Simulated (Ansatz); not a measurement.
**MgO (wurtzite): gap against strain (epitaxial in the xy plane)**

Wurtzite MgO, relaxed with r2SCAN in Ansatz, then strained (epitaxial in the xy plane; changes of length per length, axes as in the cell below) with the atoms relaxed again within the symmetry that is left. Space group P6_3mc (No. 186), hexagonal; conventional cell a = 3.288 Å, c = 5.034 Å, 11.79 Å³ an atom. Mg has 4 O at 1.97–1.99 Å; O has 4 Mg at 1.97–1.99 Å. The cell comes from a prototype generator: it can be a known phase or a hypothetical one. Spin polarisation is off.

```
CELL_PARAMETERS angstrom
3.28822 0.00000 0.00000
-1.64411 2.84768 0.00000
0.00000 0.00000 5.03437
ATOMIC_POSITIONS crystal
Mg 0.33333 0.66667 0.99016
Mg 0.66667 0.33333 0.49016
O 0.33333 0.66667 0.38484
O 0.66667 0.33333 0.88484
```

Gaps are the least over each mesh (PBE 12×12×6, r2SCAN 12×12×6, HSE06 6×6×4 when unstrained) and the special points, which keep their unstrained names; stress is the change from the unstrained cell, compression positive.

| strain (%) | free normal strain (%) | gap, PBE (eV) | gap, r2SCAN (eV) | gap, HSE06 (eV) | edges, HSE06 | in-plane stress, r2SCAN (GPa) | energy rise, r2SCAN (meV/atom) |
| --- | --- | --- | --- | --- | --- | --- | --- |
| -5.0 | +5.43 | 3.963 | 4.653 | 5.619 | Γ | +11.89 | 39.6 |
| 0.0 | 0.00 | 3.556 | 4.223 | 5.158 | Γ | 0.00 | 0.0 |
| +1.65 | -4.42 | 3.384 | 4.045 | 4.971 | Γ | -0.24 | 1.6 |

Question: Estimate the row for a strain of +1.5 %.

Answer:

| strain (%) | free normal strain (%) | gap, PBE (eV) | gap, r2SCAN (eV) | gap, HSE06 (eV) | edges, HSE06 | in-plane stress, r2SCAN (GPa) | energy rise, r2SCAN (meV/atom) |
| --- | --- | --- | --- | --- | --- | --- | --- |
| +1.5 | -3.62 | 3.394 | 4.055 | 4.983 | Γ | -0.73 | 1.5 |

Between zero and the nearest strains the slope of the HSE06 gap against strain is -0.092 eV per percent for negative and -0.117 for positive strain.

The meshes of the hybrids are coarse, so their gaps aren't converged to the digits shown.
